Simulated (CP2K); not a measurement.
# AlN under changes of volume

One of the cells (8.421 Å³/atom); the others are scaled copies at fixed shape and fractional positions:

```
Al N
1.0
     2.87724    0.00000    0.00000
     1.43862    2.49177    0.00000
     1.43862    0.83059    2.34926
Al N
1 1
Cartesian
  2.8772 1.6612 1.1746
  0.0000 0.0000 0.0000
```

Measurements of this composition are mostly on another form, of space group No. 186.

| Item | Value |
| --- | --- |
| Program | CP2K 2026.2 |
| Functional | LDA |
| Potentials or basis | GTH_POTENTIALS Al GTH-PADE-q3, N GTH-PADE-q5; TZVP-MOLOPT-PBE-GTH basis |
| Density cutoff | 6123 eV |
| k mesh | 11 × 11 × 11 |
| Occupations | fermi-dirac, width 0.05 eV |
| Spin | no spin polarisation |

```tsv
volume (Å³/atom)	energy over the lowest point (meV/atom)	pressure (GPa)	gap on the mesh (eV)
7.916	1.76	4.6	4.88
8.085	0.00	-1.1	4.69
8.253	3.93	-6.3	4.50
8.421	13.01	-10.9	4.32
8.590	26.75	-15.2	4.14
8.758	44.73	-19.0	3.98
8.927	?	?	?
```

What does the run at 8.927 Å³/atom give?

Energy over the lowest point 66.51 meV/atom; pressure -22.4 GPa; gap on the mesh 3.81 eV.

Worked out: A Birch-Murnaghan fit of order 3 (a polynomial in V^(-2/3)) to the other rows has its minimum at 8.05 Å³/atom with B0 = V·E''(V) = 263 GPa and B' = 3.7. It gives 66.64 meV/atom at 8.927 Å³/atom, against the run's 66.51, and -dE/dV = -22.5 GPa, against -22.4. A straight line through the other rows of the gap, of slope -8.95 eV per unit of ln V, extrapolates to 3.80 eV, against the run's 3.81.

Energies are extrapolated to zero smearing.

Caveats: an odd mesh through Γ misses points on the zone boundary, where band edges often lie; the basis of atomic orbitals isn't converged, which shifts pressures, moduli and gaps.
